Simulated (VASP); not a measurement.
Crystal: Mn.

```xyz
2
Lattice="1.6183 0.9343 3.0009 -1.6183 0.9343 3.0009 0.0000 -1.8686 3.0009" Properties=species:S:1:pos:R:3 pbc="T T T"
Mn    0.0000    0.0000    2.0485
Mn    0.0000    0.0000    6.9542
```

The cell was built by a generator and needn't be a form met in nature.

* Program: VASP 6.6.1
* Task: relaxation of cell and atoms
* Functional: PBE
* Potentials or basis: VASP PAW PBE potentials, release 64 (Mn_pv)
* Cutoff: 600 eV
* k mesh: 6 × 6 × 6
* Occupations: gaussian, width 0.1 eV
* Spin: no spin polarisation

At the start: pressure -12.1 GPa; volume 13.61 Å³/atom.

**Question.** How do energy, volume and symmetry change on relaxing?

**Answer.** Over 33 steps the energy falls by 918.3 meV/atom and the volume is 10.69 Å³/atom (-21.5 %); space group Fm-3m (No. 225, to 0.05 Å).

The path:
```tsv
step	energy change (eV)	largest force (eV/Å)	pressure (GPa)	volume (Å³)
1	0.0000	0.2780	-12.14	27.22
2	-0.0319	1.6883	18.02	23.35
3	-0.1023	0.9918	2.10	25.00
4	-0.1987	0.3996	2.25	24.31
5	-0.4332	0.5948	5.57	22.89
6	-0.1530	4.2570	59.75	19.97
7	-0.5810	0.1906	10.60	22.16
8	-0.5868	1.6581	26.09	21.14
9	-0.6165	0.9917	17.73	21.61
10	-0.6397	1.1257	18.21	21.57
11	-0.6921	1.5410	20.48	21.45
12	-0.7071	2.5843	29.98	21.17
13	-0.7230	2.0929	24.77	21.29
14	-0.7994	1.9849	21.06	21.49
15	-0.9858	1.6592	11.20	22.07
16	-1.1903	1.3061	-4.16	23.20
17	-1.2296	1.1483	-22.33	25.31
18	-1.2438	1.3978	-16.04	24.43
19	-1.3911	1.4594	-15.32	24.03
20	-1.6034	0.8001	-7.15	22.73
21	-1.6071	0.9824	-10.09	23.03
22	-1.6095	0.9495	-9.42	22.95
23	-1.6709	1.0650	-4.73	22.37
24	-1.7308	1.2412	8.32	21.13
25	-1.7768	0.9105	6.68	21.11
26	-1.8175	0.0681	5.26	21.05
27	-1.8193	0.2146	5.39	21.06
28	-1.8321	0.1839	0.13	21.42
29	-1.8329	0.1698	-1.54	21.54
30	-1.8349	0.1355	-0.76	21.48
31	-1.8355	0.1037	-0.03	21.42
32	-1.8361	0.0730	0.16	21.40
33	-1.8366	0.0185	0.49	21.38
```

Final structure:
```
Mn
1.0
     1.23477    0.71290    4.04733
    -1.23477    0.71290    4.04733
     0.00000   -1.42580    4.04733
Mn
2
Direct
  0.25012 0.25012 0.25012
  0.74988 0.74988 0.74988
```

Caveat: the k mesh is coarse (spacing up to 0.39 Å⁻¹), so the values aren't converged; the volume moved by over 15 % at a fixed basis, so the end points are rough; the run has no spin polarisation, though such a crystal can be magnetic.
